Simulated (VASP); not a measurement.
# InSb2As3 (P1) in VASP: relaxation of cell and atoms with PBE

Aim: the relaxation of cell and atoms of InSb2As3 with PBE.

Program: VASP 6.6.1. These are calculated values, not measurements. Logs are shortened: lines on timing, memory, paths and dates and some standing lists are left out, and cuts for length are marked.

### 1 The crystal as given

The typed cell holds 12 atoms: a = 8.309 Å, b = 4.197 Å, c = 11.307 Å, α = 90.94°, β = 88.96°, γ = 121.02°.

The cell was built by a generator and needn't be a form met in nature.

### 2 Relaxation of cell and atoms, PBE

File INCAR:

```
SYSTEM = InSb2As3
ALGO = Fast
EDIFF = 1E-5
EDIFFG = -0.03
ENCUT = 520
GGA = PE
IBRION = 2
ISIF = 3
ISMEAR = 0
ISYM = 0
KPAR = 8
LASPH = .TRUE.
LCHARG = .FALSE.
LREAL = Auto
LWAVE = .FALSE.
NELM = 80
NSW = 110
PREC = Normal
SIGMA = 0.15
```

File KPOINTS:

```
k-points
0
G
  6 6 2
  0 0 0
```

File POSCAR:

```
InSb2As3
1.0
    8.3079000500     -0.0990510200      0.0757740600
   -2.1198658600      3.6220633400     -0.0345571100
    0.1019500000     -0.0485142000     11.3063778900
In Sb As
2 4 6
Direct
    0.0006733900      0.9974042900      0.5450336400
    0.4925294200      0.9900058800      0.5511869900
    0.1662048100      0.6743920500      0.7862402800
    0.6701848600      0.6681491900      0.7799878000
    0.1683101100      0.6360016600      0.2251096900
    0.6656831800      0.6756438500      0.2136540600
    0.3296646900      0.3335922500      0.4615642500
    0.8341866100      0.3527103000      0.4602494400
    0.3238714500      0.3192022500      0.0919368800
    0.8274142000      0.3370076000      0.0884254600
    0.0002166800      0.9757939900      0.9125724400
    0.4978715600      0.9827140500      0.9172554900
```

Potentials or basis: VASP PAW PBE potentials, release 64 (In_d, Sb, As).

Started as:

```console
$ cat potpaw_PBE.64/In_d/POTCAR potpaw_PBE.64/Sb/POTCAR potpaw_PBE.64/As/POTCAR > POTCAR
$ mpirun -np 8 vasp_std > vasp.out
```

OUTCAR:

```text
SYSTEM = InSb2As3
   EDIFF = 1E-5
   EDIFFG = -0.03
   ENCUT = 520
   GGA = PE
   IBRION = 2
   ISIF = 3
   ISMEAR = 0
   ISYM = 0
   LASPH = .TRUE.
   LREAL = Auto
   NELM = 80
   NSW = 110
   PREC = Normal

 ion  position               nearest neighbor table
   1  0.001  0.997  0.545-   8 2.50   7 2.52   8 2.70   4 3.53   3 3.64   3 3.65
   2  0.493  0.990  0.551-   7 2.56   8 2.63   7 2.65   3 3.51   4 3.54   4 3.61
   3  0.166  0.674  0.786-  11 2.69  12 2.81  11 2.90   2 3.51   1 3.64   1 3.65
   4  0.670  0.668  0.780-  11 2.81  12 2.83  12 2.92   1 3.53   2 3.54   2 3.61
   5  0.168  0.636  0.225-   9 2.71   9 2.90  10 2.90
   6  0.666  0.676  0.214-  10 2.77  10 2.78   9 2.81
   7  0.330  0.334  0.462-   1 2.52   2 2.56   2 2.65
   8  0.834  0.353  0.460-   1 2.50   2 2.63   1 2.70
   9  0.324  0.319  0.092-   5 2.71   6 2.81   5 2.90
  10  0.827  0.337  0.088-   6 2.77   6 2.78   5 2.90
  11  0.000  0.976  0.913-   3 2.69   4 2.81   3 2.90
  12  0.498  0.983  0.917-   3 2.81   4 2.83   4 2.92

IMPORTANT INFORMATION: All symmetrisations will be switched off!
NOSYMM: (Re-)initialisation of all symmetry stuff for point group C_1.

----------------------------------------------------------------------------------------

                                     Primitive cell

  volume of cell :     337.8208

  direct lattice vectors                    reciprocal lattice vectors
     8.307900050 -0.099051020  0.075774060     0.121220318  0.070938450 -0.000788660
    -2.119865860  3.622063340 -0.034557110     0.003304214  0.278030667  0.001163199
     0.101950000 -0.048514200 11.306377890    -0.000802306  0.000374359  0.088454496

  length of vectors
     8.308836023  4.196947498 11.306941603     0.140453733  0.278052734  0.088458927

  position of ions in fractional coordinates (direct lattice)
     0.000673390  0.997404290  0.545033640
     0.492529420  0.990005880  0.551186990
     0.166204810  0.674392050  0.786240280
     0.670184860  0.668149190  0.779987800
     0.168310110  0.636001660  0.225109690
     0.665683180  0.675643850  0.213654060
     0.329664690  0.333592250  0.461564250
     0.834186610  0.352710300  0.460249440
     0.323871450  0.319202250  0.091936880
     0.827414200  0.337007600  0.088425460
     0.000216680  0.975793990  0.912572440
     0.497871560  0.982714050  0.917255490

  ion indices of the primitive-cell ions
   primitive index   ion index
                 1           1
                 2           2
                 3           3
                 4           4
                 5           5
                 6           6
                 7           7
                 8           8
                 9           9
                10          10
                11          11
                12          12

----------------------------------------------------------------------------------------

 KPOINTS: k-points

Automatic generation of k-mesh.
 Grid dimensions read from file:
 generate k-points for:    6    6    2

 Generating k-lattice:

  Cartesian coordinates                     Fractional coordinates (reciprocal lattice)
     0.020203386  0.011823075 -0.000131443     0.166666667  0.000000000  0.000000000
     0.000550702  0.046338445  0.000193867    -0.000000000  0.166666667 -0.000000000
    -0.000401153  0.000187179  0.044227248     0.000000000  0.000000000  0.500000000

  Length of vectors
     0.023408956  0.046342122  0.044229463

  Shift w.r.t. Gamma in fractional coordinates (k-lattice)
     0.000000000  0.000000000  0.000000000

 Subroutine IBZKPT returns following result:
 ===========================================

 Found     40 irreducible k-points:

 Following reciprocal coordinates:
            Coordinates               Weight
  0.000000  0.000000  0.000000      1.000000
  0.166667 -0.000000  0.000000      2.000000
  0.333333 -0.000000  0.000000      2.000000
  0.500000 -0.000000  0.000000      1.000000
  0.000000  0.166667 -0.000000      2.000000
  0.166667  0.166667  0.000000      2.000000
[... 16 lines left out ...]
  0.333333  0.000000  0.500000      2.000000
  0.500000  0.000000  0.500000      1.000000
 [... further k-points ...]
   k-points           NKPTS =     40   k-points in BZ     NKDIM =     40   number of bands    NBANDS=     45
   number of dos      NEDOS =    301   number of ions     NIONS =     12
   total plane-waves  NPLWV =  73728
   dimension x,y,z NGX =    48 NGY =   24 NGZ =   64
   dimension x,y,z NGXF=    96 NGYF=   48 NGZF=  128
   ions per type =               2   4   6
   NGX,Y,Z   is equivalent  to a cutoff of   9.60,  9.51,  9.41 a.u.
   NGXF,Y,Z  is equivalent  to a cutoff of  19.21, 19.01, 18.82 a.u.
 SYSTEM =  InSb2As3
   PREC   = normal    normal or accurate (medium, high low for compatibility)
   ISTART =      0    job   : 0-new  1-cont  2-samecut
   ICHARG =      2    charge: 1-file 2-atom 10-const
   ISPIN  =      1    spin polarized calculation?
   LNONCOLLINEAR =      F non collinear calculations
   LSORBIT =      F    spin-orbit coupling
   LASPH  =      T    aspherical Exc in radial PAW
   ENCUT  =  520.0 eV  38.22 Ry    6.18 a.u.  15.45  7.80 21.02*2*pi/ulx,y,z
   NELM   =     80;   NELMIN=  2; NELMDL= -5     # of ELM steps
   EDIFF  = 0.1E-04   stopping-criterion for ELM
   LREAL  =      T    real-space projection
   EDIFFG = -.3E-01   stopping-criterion for IOM
   NSW    =    110    number of steps for IOM
   IBRION =      2    ionic relax: 0-MD 1-quasi-New 2-CG
   NFREE  =      1    steps in history (QN), initial steepest desc. (CG)
   ISIF   =      3    stress and relaxation
   ISYM   =      0    0-nonsym 1-usesym 2-fastsym
   POTIM  = 0.5000    time-step for ionic-motion
   TEBEG  =    0.0;   TEEND  =   0.0 temperature during run
   PSTRESS=    0.0 pullay stress
   NELECT =      76.0000    total number of electrons
   NUPDOWN=      -1.0000    fix difference up-down
   EMIN   =  10.00;   EMAX   =-10.00  energy-range for DOS
   EFERMI =   0.00;   METHOD = LEGACY
   ISMEAR =     0;   SIGMA  =   0.15  broadening in eV -4-tet -1-fermi 0-gaus
   EFERMI_NEDOS =   21; number of points for ismear=-14 and -15
   IALGO  =     68    algorithm
   IMIX   =      4    mixing-type and parameters
     AMIX     =   0.40;   BMIX     =  1.00
     AMIX_MAG =   1.60;   BMIX_MAG =  1.00
  volume/ion in A,a.u.               =      28.15       189.98
  Fermi-wavevector in a.u.,A,eV,Ry     =   0.995674  1.881551 13.488368  0.991367
  Thomas-Fermi vector in A             =   2.127710
   LORBIT       =      0    0 simple, 1 ext, 2 COOP (PROOUT), +10 PAW based schemes
   GGA     = PE    functional components
   LHFCALC =     F    Hartree Fock is set to
   AEXX    =    0.0000 exact exchange contribution
   IVDW    =     0    specifies the selected vdW correction
   LEPSILON=     F    determine dielectric tensor
   LRPA    =     F    only Hartree local field effects (RPA)
 conjugate gradient relaxation of ions
 non-spin polarized calculation
 RMM-DIIS sequential band-by-band and
 Gauss-broadening in eV      SIGMA  =   0.15
  energy-cutoff  :      520.00
  volume of cell :      337.82
 maximum number of plane-waves:      9124
   NGX = 31   NGY = 15   NGZ = 43

--------------------------------------- Ionic step        1  -------------------------------------------

 number of electron      75.9999975 magnetization

 Free energy of the ion-electron system (eV)
  ---------------------------------------------------
  ext. energy  EPLUGINS =         0.00000000
  ---------------------------------------------------
  free energy    TOTEN  =       -48.52365560 eV

  energy without entropy =      -48.49397688  energy(sigma->0) =      -48.50881624

------------------------ aborting loop because EDIFF is reached ----------------------------------------

  FORCE on cell =-STRESS in cart. coord.  units (eV):
  Direction    XX          YY          ZZ          XY          YZ          ZX
  --------------------------------------------------------------------------------------
  -------------------------------------------------------------------------------------
  Total       -1.7903236     -0.3425790     -2.0625458      1.3357623      2.7022155     -2.3689931
  in kB       -8.4909401     -1.6247443     -9.7820043      6.3350995     12.8157560    -11.2353871
  external PRESSURE =      -6.6325629 kB  Pullay stress =       0.0000000 kB
[... 119 lines left out ...]
  FREE ENERGIE OF THE ION-ELECTRON SYSTEM (eV)
  ---------------------------------------------------
  free  energy   TOTEN  =       -48.7512476307 eV

  energy  without entropy=      -48.7196915833  energy(sigma->0) =      -48.73546961

[... ionic steps 4 to 19 ...]

--------------------------------------- Ionic step       20  -------------------------------------------

 number of electron      75.9999997 magnetization

------------------------ aborting loop because EDIFF is reached ----------------------------------------

  FORCE on cell =-STRESS in cart. coord.  units (eV):
  Direction    XX          YY          ZZ          XY          YZ          ZX
  --------------------------------------------------------------------------------------
  -------------------------------------------------------------------------------------
  Total       -0.0527109      0.0245552     -0.0041329      0.0419784     -0.0067452      0.0698819
  in kB       -0.2582631      0.1203112     -0.0202497      0.2056779     -0.0330487      0.3423943
  external PRESSURE =      -0.0527339 kB  Pullay stress =       0.0000000 kB
[... 77 lines left out ...]
  energy  without entropy=      -48.7843103445  energy(sigma->0) =      -48.80047646

--------------------------------------- Ionic step       22  -------------------------------------------

 number of electron      75.9999998 magnetization

 Free energy of the ion-electron system (eV)
  ---------------------------------------------------
  ext. energy  EPLUGINS =         0.00000000
  ---------------------------------------------------
  free energy    TOTEN  =       -48.81692508 eV

  energy without entropy =      -48.78453956  energy(sigma->0) =      -48.80073232

 E-fermi :   5.4050     XC(G=0):  -9.4639

 val. band max:        5.3914639449   @ k =   0.5000   0.0000   0.5000
 cond. band min:       5.4049816031   @ k =   0.5000   0.0000   0.5000
 fundamental gap:      0.0135176582
 Fermi energy:         5.4049577946

 k-point     1 :       0.0000    0.0000    0.0000
  band No.  band energies     occupation
      1      -9.2126      2.00000
      2      -9.0909      2.00000
      3      -9.0554      2.00000
      4      -9.0546      2.00000
      5      -9.0448      2.00000
      6      -9.0228      2.00000
[... 1141 lines left out ...]
     44       7.1630      0.00000
     45       7.3240      0.00000

 [... further k-points ...]

------------------------ aborting loop because EDIFF is reached ----------------------------------------

  FORCE on cell =-STRESS in cart. coord.  units (eV):
  Direction    XX          YY          ZZ          XY          YZ          ZX
  --------------------------------------------------------------------------------------
  -------------------------------------------------------------------------------------
  Total        0.0616066      0.1097967      0.0106607      0.0420917      0.0270824     -0.0253578
  in kB        0.3020318      0.5382880      0.0522650      0.2063582      0.1327739     -0.1243190
  external PRESSURE =       0.2975283 kB  Pullay stress =       0.0000000 kB
[... 27 lines left out ...]
  FREE ENERGIE OF THE ION-ELECTRON SYSTEM (eV)
  ---------------------------------------------------
  free  energy   TOTEN  =       -48.8169250842 eV

  energy  without entropy=      -48.7845395589  energy(sigma->0) =      -48.80073232

 reached required accuracy - stopping structural energy minimisation
```

Run time: 18 min. Hardware: 8 MPI ranks of Intel Xeon Platinum 8375C at 2.90GHz (Ice Lake), shared host; peak memory 0.59 GiB.

Results:

| Quantity | Value |
| --- | --- |
| Free energy | -48.8169 eV |
| Relaxed volume | 27.23 Å³/atom |
| Relaxed cell | a = 8.215 Å, b = 4.140 Å, c = 11.108 Å, α = 89.36°, β = 89.44°, γ = 120.10° |
| Space group after relaxing (to 0.05 Å) | P1 (No. 1) |
| Energy gained by relaxing | 24.4 meV/atom |
| Ionic steps | 22 |
| Pressure after relaxing | 0.0 GPa |
| Largest force after relaxing | 0.023 eV/Å |
| Band gap on the k mesh | none (metal or under the smearing width) |

Forces on the atoms (eV/Å):
```
In  -0.009 -0.001  0.007
In  -0.018  0.001  0.004
Sb   0.011  0.015  0.002
Sb   0.016  0.007 -0.007
Sb   0.001 -0.021  0.009
Sb  -0.012  0.002 -0.016
As   0.006  0.007 -0.005
As   0.009  0.004 -0.002
As   0.004 -0.007  0.002
As   0.002 -0.004 -0.004
As  -0.005 -0.004  0.011
As  -0.005  0.001 -0.002
```

The path:
```
step  energy change (eV)  largest force (eV/Å)  pressure (GPa)  volume (Å³)
   1              0.0000                1.1188           -0.66       337.82
   2             -0.2252                0.3163            0.08       332.07
   3             -0.2276                0.3425            0.17       331.44
   4             -0.2589                0.2462           -0.07       332.26
   5             -0.2659                0.1897           -0.22       332.85
   6             -0.2736                0.1469            0.07       330.89
   7             -0.2743                0.1519            0.19       330.14
   8             -0.2799                0.1293           -0.07       330.86
   9             -0.2804                0.1395           -0.12       331.08
  10             -0.2848                0.0903           -0.02       330.12
  11             -0.2871                0.0755            0.05       329.27
  12             -0.2873                0.0925            0.17       327.57
  13             -0.2878                0.0845            0.06       328.50
  14             -0.2906                0.0489           -0.05       328.44
  15             -0.2910                0.0500           -0.13       328.40
  16             -0.2918                0.0542            0.07       326.67
  17             -0.2919                0.0464            0.02       327.17
  18             -0.2926                0.0362           -0.01       327.20
  19             -0.2926                0.0386           -0.02       327.21
  20             -0.2930                0.0368           -0.01       327.00
  21             -0.2930                0.0371           -0.01       326.97
  22             -0.2933                0.0231            0.03       326.80
```

Final structure:
```
In Sb As
1.0
     8.21491   -0.02611    0.03984
    -2.06483    3.58835    0.02287
     0.05432    0.10285   11.10784
In Sb As
2 4 6
Cartesian
  6.1464 3.6143 6.1516
  2.0274 3.6141 6.1807
  0.0607 2.4630 8.7129
  4.1636 2.4475 8.7383
  -0.0073 2.3632 2.5065
  4.1007 2.3446 2.5349
  2.0667 1.2594 5.0538
  6.1478 1.2359 5.0837
  2.0503 1.1764 1.0535
  6.1569 1.1574 1.0772
  -1.9966 3.6538 10.1565
  2.1099 3.6357 10.1863
```

The run has no spin-orbit coupling, so splittings on Sb are missing.
